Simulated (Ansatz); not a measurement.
**GaN: convergence with the k mesh**

How much do the results for GaN depend on the k mesh?

Method: DFT PBE, with the methods named in each step, in Ansatz 0.2.0.

### Step 1. Starting point

It takes space group Fm-3m (No. 225, cubic). The conventional cell has a = 3.985 Å, b = 3.985 Å, c = 3.985 Å, α = 90.00°, β = 90.00°, γ = 90.00°. Ga (site symmetry m-3m) is surrounded by 6 N at 1.99 Å. N (site symmetry m-3m) has 6 Ga at 1.99 Å in its first shell of neighbours.

As a file:

```
Ga N
1.0
     0.00000    1.99250    1.99250
     1.99250    0.00000    1.99250
     1.99250    1.99250    0.00000
Ga N
1 1
Cartesian
  1.9925 1.9925 1.9925
  0.0000 0.0000 0.0000
```

The cell comes from a crystallographic database entry that wasn't checked; take it as a given geometry, which may be far from equilibrium.

Atoms are numbered in the order of the input: Ga1, N2.

### Step 2. With k mesh [4, 4, 4]

Contents of input.yaml:

```yaml
crystal:
  lattice:
    - [0.0, 1.9925, 1.9925]
    - [1.9925, 0.0, 1.9925]
    - [1.9925, 1.9925, 0.0]
  atoms:
    - { symbol: Ga, position: [0.5, 0.5, 0.5] }
    - { symbol: "N", position: [0.0, 0.0, 0.0] }
kpoints:
  mp_grid: { grid: [4, 4, 4] }
scf:
  occupations: { method: fermi_dirac, width: 0.02 }
hamiltonian:
  xc: pbe
  pseudopotentials: { kind: all_electron, lapw: { basis_error: 0.001 } }
output:
  forces: true
  stress: true
  eigenvalues: true
```

Run with:

```console
> ansatz run input.yaml --threads 1 --pin off --max-ram 2048MiB --backend cpu --events-out ev --progress --plain --runs-dir out
```

Standard output (excerpt; [...] marks lines left out):

```text
LAPW: plane waves up to 10.288 Å⁻¹, error target 1.0e-3 eV per atom; small_component_spin mean_spin; N in spheres of 0.877 Å, 7 of its electrons in bands, Dirac shells []; Ga in spheres of 1.115 Å, 21 of its electrons in bands, Dirac shells []
[...]
Pseudopotentials: kind: all_electron
Pseudopotential: Ga, LAPW, valence charge 21, Koelling and Harmon's equation, gaussian nucleus
Pseudopotential: N, LAPW, valence charge 7, Koelling and Harmon's equation, gaussian nucleus
Functional definition: PBE
[...]
Crystal: 2 atoms, lattice volume = 15.821 Å³
Basis set: ecut = 403.2354095139267 eV, 283 PW (Γ), exchange–correlation at level 2
Bands: 18, of which v1, the nominal top of the filled ones, is band 14 counted from 1 (13 counted from 0)
Symmetry: 48 space group operations
Space group: Fm-3m (ITA 225), of the structure as read, at distance tolerance 2.5e-5 Å
k-points: 8 of 64
[...]
SCF iter   1: F=—  HF=-54391.291507 eV  |F-HF|=—  |Δ(HF+E_count)|=         —  Δρ=1.64e-1  dr2=4.37e0  ethr=1.56e-2  ⟨swp⟩=2.0  Hψ=928  notcnv=0
[...]
the basis was enlarged: its passes take 151.3 KiB over the memory plan, 1 of 1 planned eigensolver slots
[...]
SCF iter   7: F=-54389.144640 eV  HF=-54389.144640 eV  |F-HF|=1.18e-8  |Δ(HF+E_count)|=   1.46e-6  Δρ=1.12e-5  dr2=5.44e-9  ethr=2.68e-9  ⟨swp⟩=3.0  Hψ=428  notcnv=0
[...]
SCF converged after 7 iterations
Free energy (F): -54389.144640 eV
[...]
E sigma→0 (E₀):  -54389.144640 eV
Fermi energy:    20.018827 eV
[...]
--- Forces (eV/Å), atoms counted from 1 ---
  atom   1  Ga     0.00000000    -0.00000000    -0.00000000
  atom   2  N     -0.00000000     0.00000000    -0.00000000
[...]
--- Stress (GPa, compression-positive) ---
       68.702879       0.000000       0.000000
        0.000000      68.702879       0.000000
        0.000000       0.000000      68.702879
  P = ⅓ Tr σ = 68.7029 GPa (687.029 kbar)
--- Band table (eV; the first three rows and the last of 8) ---
  k-point 0: bands = ["-355.5686", "-123.6220", "-74.3749", "-74.3749", "-74.3749", "-0.0533", "4.9776", "4.9776", "4.9776", "5.1291", "5.1291", "18.4671", "18.4671", "18.4671", "23.6537", "34.7774", "34.7774", "34.7774"]
[...]
```

It took 2.2 s on 1 thread of AMD EPYC 7R43 (Zen 3), shared host; peak memory 0.27 GiB.

This run gives: pressure 68.70 GPa; gap on the k mesh 1.90 eV.

### Step 3. With k mesh [4, 4, 4], PAW files

input.yaml: that of step 2 with these lines changed.

```diff
@@ -14,3 +14,3 @@
   xc: pbe
-  pseudopotentials: { kind: all_electron, lapw: { basis_error: 0.001 } }
+  pseudopotentials: { kind: paw }
 output:
@@ -19 +19,2 @@
   eigenvalues: true
+  efg: { contact_densities: true }
```

Run with:

```console
> ansatz run input.yaml --threads 1 --pin off --max-ram 2048MiB --backend cpu --events-out ev --progress --plain --runs-dir out
```

Standard output (excerpt; [...] marks lines left out):

```text
[...]
Pseudopotentials: kind: paw
Pseudopotential: Ga, paw, valence charge 13, recommended cutoff 420 eV (normal)
Pseudopotential: N, paw, valence charge 5, recommended cutoff 420 eV (normal)
[... 1 set-up line as earlier in the session ...]
[...]
Crystal: 2 atoms, lattice volume = 15.821 Å³
Basis set: ecut = 420 eV, 331 PW (Γ), exchange–correlation on 40×40×40 points (8 copies of the dense FFT grid, shifted against one another)
Bands: 13, of which v1, the nominal top of the filled ones, is band 9 counted from 1 (8 counted from 0)
[... 2 set-up lines as earlier in the session ...]
k-points: 8 of 64
[...]
SCF iter   1: F=—  HF=-4166.189329 eV  |F-HF|=—  |Δ(HF+E_count)|=         —  Δρ=4.40e-3  dr2=2.90e-3  ethr=1.77e-3  ⟨swp⟩=4.4  Hψ=525  notcnv=0
[...]
Fermi energy:    17.476726 eV
[...]
--- Forces (eV/Å), atoms counted from 1 ---
  atom   1  Ga     0.00000000    -0.00000000    -0.00000000
  atom   2  N     -0.00000000     0.00000000     0.00000000
[...]
--- Stress (GPa, compression-positive) ---
       68.839011       0.000000      -0.000000
        0.000000      68.839011       0.000000
       -0.000000      -0.000000      68.839011
  P = ⅓ Tr σ = 68.8390 GPa (688.390 kbar)
--- PAW observables at the nuclei: V_zz in 10²¹ V/m², potentials from the cell's mean, atoms counted from 1 ---
  atom   1  Ga V_zz =    +0.000000   η = 0.0000   by run symmetry: forbidden
            electrostatic potential = -4141.776969 V   contact ρ = 187387.213336 e/Å³
  atom   2  N  V_zz =    -0.000000   η = 0.0000   by run symmetry: forbidden
            electrostatic potential = -526.206770 V   contact ρ = 1413.053156 e/Å³
--- Band table (eV; the first three rows and the last of 8) ---
  k-point 0: bands = ["-2.5964", "2.4582", "2.4582", "2.4582", "2.6090", "2.6090", "15.9195", "15.9195", "15.9195", "21.0833", "32.2478", "32.2478", "32.2478"]
[...]
```

Run time: 1.6 s. Hardware: 1 thread of AMD EPYC 7R43 (Zen 3), shared host; peak memory 0.37 GiB.

Read from it: pressure 68.84 GPa; gap on the k mesh 1.89 eV.

### Step 4. With k mesh [6, 6, 6]

input.yaml: that of step 3 with these lines changed.

```diff
@@ -9,3 +9,3 @@
 kpoints:
-  mp_grid: { grid: [4, 4, 4] }
+  mp_grid: { grid: [6, 6, 6] }
 scf:
@@ -14,3 +14,3 @@
   xc: pbe
-  pseudopotentials: { kind: paw }
+  pseudopotentials: { kind: all_electron, lapw: { basis_error: 0.001 } }
 output:
@@ -19,2 +19 @@
   eigenvalues: true
-  efg: { contact_densities: true }
```

Run with:

```console
> ansatz run input.yaml --threads 1 --pin off --max-ram 2048MiB --backend cpu --events-out ev --progress --plain --runs-dir out
```

Standard output (excerpt; [...] marks lines left out):

```text
LAPW: plane waves up to 10.288 Å⁻¹, error target 1.0e-3 eV per atom; small_component_spin mean_spin; N in spheres of 0.877 Å, 7 of its electrons in bands, Dirac shells []; Ga in spheres of 1.115 Å, 21 of its electrons in bands, Dirac shells []
[...]
[... 4 set-up lines as earlier in the session ...]
[...]
Crystal: 2 atoms, lattice volume = 15.821 Å³
Basis set: ecut = 403.2354095139267 eV, 283 PW (Γ), exchange–correlation at level 2
Bands: 18, of which v1, the nominal top of the filled ones, is band 14 counted from 1 (13 counted from 0)
[... 2 set-up lines as earlier in the session ...]
k-points: 16 of 216
[...]
SCF iter   7: F=-54389.262907 eV  HF=-54389.262907 eV  |F-HF|=3.41e-9  |Δ(HF+E_count)|=   9.78e-7  Δρ=1.12e-5  dr2=7.24e-9  ethr=2.96e-9  ⟨swp⟩=3.0  Hψ=855  notcnv=0
[...]
SCF converged after 7 iterations
Free energy (F): -54389.262907 eV
[...]
E sigma→0 (E₀):  -54389.262907 eV
Fermi energy:    20.063186 eV
[...]
--- Forces (eV/Å), atoms counted from 1 ---
  atom   1  Ga     0.00000000    -0.00000000    -0.00000000
  atom   2  N     -0.00000000    -0.00000000     0.00000000
[...]
--- Stress (GPa, compression-positive) ---
       68.989564       0.000000       0.000000
        0.000000      68.989564       0.000000
        0.000000       0.000000      68.989564
  P = ⅓ Tr σ = 68.9896 GPa (689.896 kbar)
--- Band table (eV; the first three rows and the last of 16) ---
  k-point 0: bands = ["-355.7248", "-123.5905", "-74.3434", "-74.3434", "-74.3434", "-0.0895", "5.0074", "5.0074", "5.0074", "5.1574", "5.1574", "18.3989", "18.3989", "18.3989", "23.6069", "34.7748", "34.7748", "34.7748"]
[...]
```

Run time: 2.9 s. Hardware: 1 thread of AMD EPYC 7R43 (Zen 3), shared host; peak memory 0.28 GiB.

Result: pressure 68.99 GPa; gap on the k mesh 1.81 eV.

### Step 5. With k mesh [6, 6, 6], PAW files

input.yaml: that of step 4 with these lines changed.

```diff
@@ -14,3 +14,3 @@
   xc: pbe
-  pseudopotentials: { kind: all_electron, lapw: { basis_error: 0.001 } }
+  pseudopotentials: { kind: paw }
 output:
@@ -19 +19,2 @@
   eigenvalues: true
+  efg: { contact_densities: true }
```

Run with:

```console
> ansatz run input.yaml --threads 1 --pin off --max-ram 2048MiB --backend cpu --events-out ev --progress --plain --runs-dir out
```

Standard output (excerpt; [...] marks lines left out):

```text
[...]
[... 4 set-up lines as earlier in the session ...]
[...]
Crystal: 2 atoms, lattice volume = 15.821 Å³
Basis set: ecut = 420 eV, 331 PW (Γ), exchange–correlation on 40×40×40 points (8 copies of the dense FFT grid, shifted against one another)
Bands: 13, of which v1, the nominal top of the filled ones, is band 9 counted from 1 (8 counted from 0)
[... 2 set-up lines as earlier in the session ...]
k-points: 16 of 216
[...]
SCF iter   1: F=—  HF=-4166.307201 eV  |F-HF|=—  |Δ(HF+E_count)|=         —  Δρ=2.88e-3  dr2=8.81e-4  ethr=1.77e-3  ⟨swp⟩=4.4  Hψ=1051  notcnv=0
[...]
Fermi energy:    17.519657 eV
[...]
--- Forces (eV/Å), atoms counted from 1 ---
  atom   1  Ga     0.00000000    -0.00000000    -0.00000000
  atom   2  N     -0.00000000    -0.00000000     0.00000000
[...]
--- Stress (GPa, compression-positive) ---
       68.998447      -0.000000      -0.000000
       -0.000000      68.998447      -0.000000
       -0.000000      -0.000000      68.998447
  P = ⅓ Tr σ = 68.9984 GPa (689.984 kbar)
--- PAW observables at the nuclei: V_zz in 10²¹ V/m², potentials from the cell's mean, atoms counted from 1 ---
  atom   1  Ga V_zz =    -0.000000   η = 0.0000   by run symmetry: forbidden
            electrostatic potential = -4141.815448 V   contact ρ = 187388.899716 e/Å³
  atom   2  N  V_zz =    +0.000000   η = 0.0000   by run symmetry: forbidden
            electrostatic potential = -526.102577 V   contact ρ = 1413.718198 e/Å³
--- Band table (eV; the first three rows and the last of 16) ---
  k-point 0: bands = ["-2.6324", "2.4882", "2.4882", "2.4882", "2.6374", "2.6374", "15.8514", "15.8514", "15.8514", "21.0371", "32.2454", "32.2454", "32.2454"]
[...]
```

Wall time 1.6 s (1 thread of AMD EPYC 7R43 (Zen 3), shared host); peak memory 0.38 GiB.

Read from it: pressure 69.00 GPa; gap on the k mesh 1.81 eV.

### Step 6. With k mesh [10, 10, 10]

input.yaml: that of step 5 with these lines changed.

```diff
@@ -9,3 +9,3 @@
 kpoints:
-  mp_grid: { grid: [6, 6, 6] }
+  mp_grid: { grid: [10, 10, 10] }
 scf:
@@ -14,3 +14,3 @@
   xc: pbe
-  pseudopotentials: { kind: paw }
+  pseudopotentials: { kind: all_electron, lapw: { basis_error: 0.001 } }
 output:
@@ -19,2 +19 @@
   eigenvalues: true
-  efg: { contact_densities: true }
```

Run with:

```console
> ansatz run input.yaml --threads 1 --pin off --max-ram 2048MiB --backend cpu --events-out ev --progress --plain --runs-dir out
```

Standard output (excerpt; [...] marks lines left out):

```text
LAPW: plane waves up to 10.288 Å⁻¹, error target 1.0e-3 eV per atom; small_component_spin mean_spin; N in spheres of 0.877 Å, 7 of its electrons in bands, Dirac shells []; Ga in spheres of 1.115 Å, 21 of its electrons in bands, Dirac shells []
[...]
[... 4 set-up lines as earlier in the session ...]
[...]
Crystal: 2 atoms, lattice volume = 15.821 Å³
Basis set: ecut = 403.2354095139267 eV, 283 PW (Γ), exchange–correlation at level 2
Bands: 18, of which v1, the nominal top of the filled ones, is band 14 counted from 1 (13 counted from 0)
[... 2 set-up lines as earlier in the session ...]
k-points: 47 of 1000
[...]
SCF iter   7: F=-54389.273375 eV  HF=-54389.273375 eV  |F-HF|=6.48e-10  |Δ(HF+E_count)|=   7.01e-7  Δρ=1.07e-5  dr2=8.07e-9  ethr=3.39e-9  ⟨swp⟩=3.0  Hψ=2503  notcnv=0
[...]
SCF converged after 7 iterations
Free energy (F): -54389.273375 eV
[...]
E sigma→0 (E₀):  -54389.273375 eV
Fermi energy:    20.054567 eV
[...]
--- Forces (eV/Å), atoms counted from 1 ---
  atom   1  Ga     0.00000000    -0.00000000    -0.00000000
  atom   2  N     -0.00000000     0.00000000    -0.00000000
[...]
--- Stress (GPa, compression-positive) ---
       69.075765      -0.000000       0.000000
       -0.000000      69.075765       0.000000
        0.000000       0.000000      69.075765
  P = ⅓ Tr σ = 69.0758 GPa (690.758 kbar)
--- Band table (eV; the first three rows and the last of 47) ---
  k-point 0: bands = ["-355.7466", "-123.5862", "-74.3391", "-74.3391", "-74.3391", "-0.0946", "5.0114", "5.0114", "5.0114", "5.1612", "5.1612", "18.3893", "18.3893", "18.3893", "23.6004", "34.7744", "34.7744", "34.7744"]
[...]
```

Wall time 6.1 s (1 thread of AMD EPYC 7R43 (Zen 3), shared host); peak memory 0.34 GiB.

Result: pressure 69.08 GPa; gap on the k mesh 1.84 eV.

### Step 7. With k mesh [10, 10, 10], PAW files

input.yaml: that of step 6 with these lines changed.

```diff
@@ -14,3 +14,3 @@
   xc: pbe
-  pseudopotentials: { kind: all_electron, lapw: { basis_error: 0.001 } }
+  pseudopotentials: { kind: paw }
 output:
@@ -19 +19,6 @@
   eigenvalues: true
+  efg: { contact_densities: true }
+  write_density: true
+  write_potential: true
+  elf: true
+  volumetric_format: npy
```

Run with:

```console
> ansatz run input.yaml --threads 1 --pin off --max-ram 2048MiB --backend cpu --events-out ev --progress --plain --runs-dir out
```

Standard output (excerpt; [...] marks lines left out):

```text
[...]
[... 4 set-up lines as earlier in the session ...]
[...]
Crystal: 2 atoms, lattice volume = 15.821 Å³
Basis set: ecut = 420 eV, 331 PW (Γ), exchange–correlation on 40×40×40 points (8 copies of the dense FFT grid, shifted against one another)
Bands: 13, of which v1, the nominal top of the filled ones, is band 9 counted from 1 (8 counted from 0)
[... 2 set-up lines as earlier in the session ...]
k-points: 47 of 1000
[...]
SCF iter   1: F=—  HF=-4166.317595 eV  |F-HF|=—  |Δ(HF+E_count)|=         —  Δρ=3.34e-3  dr2=1.27e-3  ethr=1.77e-3  ⟨swp⟩=4.6  Hψ=3174  notcnv=0
[...]
Fermi energy:    17.512096 eV
[...]
--- Forces (eV/Å), atoms counted from 1 ---
  atom   1  Ga     0.00000000     0.00000000     0.00000000
  atom   2  N     -0.00000000     0.00000000    -0.00000000
[...]
--- Stress (GPa, compression-positive) ---
       69.106842       0.000000      -0.000000
        0.000000      69.106842       0.000000
       -0.000000       0.000000      69.106842
  P = ⅓ Tr σ = 69.1068 GPa (691.068 kbar)
--- PAW observables at the nuclei: V_zz in 10²¹ V/m², potentials from the cell's mean, atoms counted from 1 ---
  atom   1  Ga V_zz =    -0.000000   η = 0.0000   by run symmetry: forbidden
            electrostatic potential = -4141.821983 V   contact ρ = 187389.145460 e/Å³
  atom   2  N  V_zz =    +0.000000   η = 0.0000   by run symmetry: forbidden
            electrostatic potential = -526.086713 V   contact ρ = 1413.811228 e/Å³
--- Band table (eV; the first three rows and the last of 47) ---
  k-point 0: bands = ["-2.6374", "2.4921", "2.4921", "2.4921", "2.6411", "2.6411", "15.8420", "15.8420", "15.8420", "21.0307", "32.2451", "32.2451", "32.2451"]
[...]
```

Wall time 2.1 s (1 thread of AMD EPYC 7R43 (Zen 3), shared host); peak memory 0.4 GiB.

Read from it: pressure 69.11 GPa; gap on the k mesh 1.83 eV.

### Step 8. With k mesh [18, 18, 18]

Contents of input.yaml:

```yaml
crystal:
  lattice:
    - [0.0, 1.9925, 1.9925]
    - [1.9925, 0.0, 1.9925]
    - [1.9925, 1.9925, 0.0]
  atoms:
    - { symbol: Ga, position: [0.5, 0.5, 0.5] }
    - { symbol: "N", position: [0.0, 0.0, 0.0] }
kpoints:
  mp_grid: { grid: [18, 18, 18] }
scf:
  occupations: { method: fermi_dirac, width: 0.02 }
hamiltonian:
  xc: pbe
  pseudopotentials: { kind: all_electron, lapw: { basis_error: 0.001 } }
output:
  forces: true
  stress: true
  eigenvalues: true
```

Run with:

```console
> ansatz run input.yaml --threads 1 --pin off --max-ram 2048MiB --backend cpu --events-out ev --progress --plain --runs-dir out
```

Standard output (excerpt; [...] marks lines left out):

```text
LAPW: plane waves up to 10.288 Å⁻¹, error target 1.0e-3 eV per atom; small_component_spin mean_spin; N in spheres of 0.877 Å, 7 of its electrons in bands, Dirac shells []; Ga in spheres of 1.115 Å, 21 of its electrons in bands, Dirac shells []
[...]
[... 4 set-up lines as earlier in the session ...]
[...]
Crystal: 2 atoms, lattice volume = 15.821 Å³
Basis set: ecut = 403.2354095139267 eV, 283 PW (Γ), exchange–correlation at level 2
Bands: 18, of which v1, the nominal top of the filled ones, is band 14 counted from 1 (13 counted from 0)
[... 2 set-up lines as earlier in the session ...]
k-points: 195 of 5832
[...]
SCF iter   7: F=-54389.273526 eV  HF=-54389.273526 eV  |F-HF|=7.86e-10  |Δ(HF+E_count)|=   6.82e-7  Δρ=1.07e-5  dr2=8.12e-9  ethr=3.43e-9  ⟨swp⟩=3.0  Hψ=10375  notcnv=0
[...]
SCF converged after 7 iterations
Free energy (F): -54389.273526 eV
[...]
E sigma→0 (E₀):  -54389.273526 eV
Fermi energy:    20.071201 eV
[...]
--- Forces (eV/Å), atoms counted from 1 ---
  atom   1  Ga     0.00000000    -0.00000000    -0.00000000
  atom   2  N     -0.00000000    -0.00000000     0.00000000
[...]
--- Stress (GPa, compression-positive) ---
       69.078850       0.000000      -0.000000
        0.000000      69.078850      -0.000000
       -0.000000      -0.000000      69.078850
  P = ⅓ Tr σ = 69.0789 GPa (690.789 kbar)
--- Band table (eV; the first three rows and the last of 195) ---
  k-point 0: bands = ["-355.7471", "-123.5861", "-74.3390", "-74.3390", "-74.3390", "-0.0948", "5.0115", "5.0115", "5.0115", "5.1613", "5.1613", "18.3891", "18.3891", "18.3891", "23.6002", "34.7744", "34.7744", "34.7744"]
[...]
```

Wall time 21 s (1 thread of AMD EPYC 7R43 (Zen 3), shared host); peak memory 0.56 GiB.

Result: pressure 69.08 GPa; gap on the k mesh 1.82 eV.

### Step 9. With k mesh [18, 18, 18], PAW files

input.yaml: that of step 8 with these lines changed.

```diff
@@ -14,3 +14,3 @@
   xc: pbe
-  pseudopotentials: { kind: all_electron, lapw: { basis_error: 0.001 } }
+  pseudopotentials: { kind: paw }
 output:
@@ -19 +19,6 @@
   eigenvalues: true
+  efg: { contact_densities: true }
+  write_density: true
+  write_potential: true
+  elf: true
+  volumetric_format: npy
```

Run with:

```console
> ansatz run input.yaml --threads 1 --pin off --max-ram 2048MiB --backend cpu --events-out ev --progress --plain --runs-dir out
```

Standard output (excerpt; [...] marks lines left out):

```text
[...]
[... 4 set-up lines as earlier in the session ...]
[...]
Crystal: 2 atoms, lattice volume = 15.821 Å³
Basis set: ecut = 420 eV, 331 PW (Γ), exchange–correlation on 40×40×40 points (8 copies of the dense FFT grid, shifted against one another)
Bands: 13, of which v1, the nominal top of the filled ones, is band 9 counted from 1 (8 counted from 0)
[... 2 set-up lines as earlier in the session ...]
k-points: 195 of 5832
[...]
SCF iter   1: F=—  HF=-4166.317832 eV  |F-HF|=—  |Δ(HF+E_count)|=         —  Δρ=3.35e-3  dr2=1.28e-3  ethr=1.77e-3  ⟨swp⟩=4.7  Hψ=13035  notcnv=0
[...]
Fermi energy:    17.528353 eV
[...]
--- Forces (eV/Å), atoms counted from 1 ---
  atom   1  Ga     0.00000000    -0.00000000     0.00000000
  atom   2  N     -0.00000000     0.00000000    -0.00000000
[...]
--- Stress (GPa, compression-positive) ---
       69.108125      -0.000000       0.000000
        0.000000      69.108125       0.000000
        0.000000       0.000000      69.108125
  P = ⅓ Tr σ = 69.1081 GPa (691.081 kbar)
--- PAW observables at the nuclei: V_zz in 10²¹ V/m², potentials from the cell's mean, atoms counted from 1 ---
  atom   1  Ga V_zz =    +0.000000   η = 0.0000   by run symmetry: forbidden
            electrostatic potential = -4141.822011 V   contact ρ = 187389.152958 e/Å³
  atom   2  N  V_zz =    -0.000000   η = 0.0000   by run symmetry: forbidden
            electrostatic potential = -526.086580 V   contact ρ = 1413.813113 e/Å³
--- Band table (eV; the first three rows and the last of 195) ---
  k-point 0: bands = ["-2.6375", "2.4922", "2.4922", "2.4922", "2.6412", "2.6412", "15.8418", "15.8418", "15.8418", "21.0306", "32.2450", "32.2450", "32.2450"]
[...]
```

Run time: 3.9 s. Hardware: 1 thread of AMD EPYC 7R43 (Zen 3), shared host; peak memory 0.45 GiB.

In short: pressure 69.11 GPa; gap on the k mesh 1.82 eV.

### Step 10. The sweep in one table

| k mesh | energy from the last row of the method (meV/atom) | pressure (GPa) | gap on the k mesh (eV) | SCF cycles, by the record's count | time |
| --- | --- | --- | --- | --- | --- |
| 4×4×4, LAPW | 64.44 | 68.70 | 1.90 | 7 | 2.2 s |
| 4×4×4, PAW | 64.50 | 68.84 | 1.89 | 6 | 1.6 s |
| 6×6×6, LAPW | 5.31 | 68.99 | 1.81 | 7 | 2.9 s |
| 6×6×6, PAW | 5.26 | 69.00 | 1.81 | 6 | 1.6 s |
| 10×10×10, LAPW | 0.08 | 69.08 | 1.84 | 7 | 6.1 s |
| 10×10×10, PAW | 0.11 | 69.11 | 1.83 | 6 | 2.1 s |
| 18×18×18, LAPW | 0.00 | 69.08 | 1.82 | 7 | 21 s |
| 18×18×18, PAW | 0.00 | 69.11 | 1.82 | 6 | 3.9 s |

Energies are those extrapolated to zero smearing.

### Step 11. Results

| quantity | value |
| --- | --- |
| energy error of the loosest run (LAPW) | 64.4 meV/atom |
| within 1 meV/atom from | k mesh 10×10×10 |
| pressure, lowest to highest (LAPW) | 68.70 to 69.08 GPa |
| gap, lowest to highest (LAPW) | 1.81 to 1.90 eV |

**Reading.** The loosest usable run is off by 64.4 meV/atom from the tightest; from k mesh 10×10×10 on, all lie within 1 meV/atom of it. The pressure spans 0.38 GPa (LAPW). The tightest run took 21 s against 2.2 s for the loosest.

These are semilocal Kohn-Sham gaps, which aren't the measured quantity. Such gaps usually fall short of the measured ones.
